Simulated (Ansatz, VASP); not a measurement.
BN: VASP beside Ansatz

```
B N
1.0
     2.56659    0.00000    0.00000
    -1.28330    2.22273    0.00000
     0.00000    0.00000    6.49467
B N
2 2
Direct
  0.33333 0.66667 0.25000
  0.66667 0.33333 0.75000
  0.33333 0.66667 0.75000
  0.66667 0.33333 0.25000
```

Change from the starting cell: strain +0.025 along x and y, -0.025 along z, atoms carried along.

Alike in both runs: task single point; functional PBEsol; k mesh 12 × 12 × 4; occupations gaussian, width 0.05 eV; no spin polarisation.

```csv
,VASP,Ansatz
version,VASP 6.6.1,Ansatz 0.2.0
potentials or method,"VASP PAW PBE potentials, release 64 (B, N)","scalar-relativistic, plane waves, PAW"
plane-wave cutoff (eV),520,420
valence electrons in the cell,16,16
```

VASP gave:

* gap on the k mesh at the Fermi level (eV): 3.98
* least direct gap on the mesh (eV): 4.33
* pressure (GPa): -15.4
* largest component of the traceless stress (GPa): 16.61

Question: Estimate Ansatz's values.

Answer: gap on the k mesh at the Fermi level (eV): 3.99; least direct gap on the mesh (eV): 4.34; pressure (GPa): -15.7; largest component of the traceless stress (GPa): 16.99.

Caveats: so large a pressure means that the cell lies far from this level's equilibrium, or that cutoff or potentials fall short (VASP); the potentials were made for another functional, which shifts forces and pressure (VASP); this functional lacks dispersion, which binds the layers, so the pressure and a relaxed spacing across them are unreliable. A k mesh can miss the band edges.
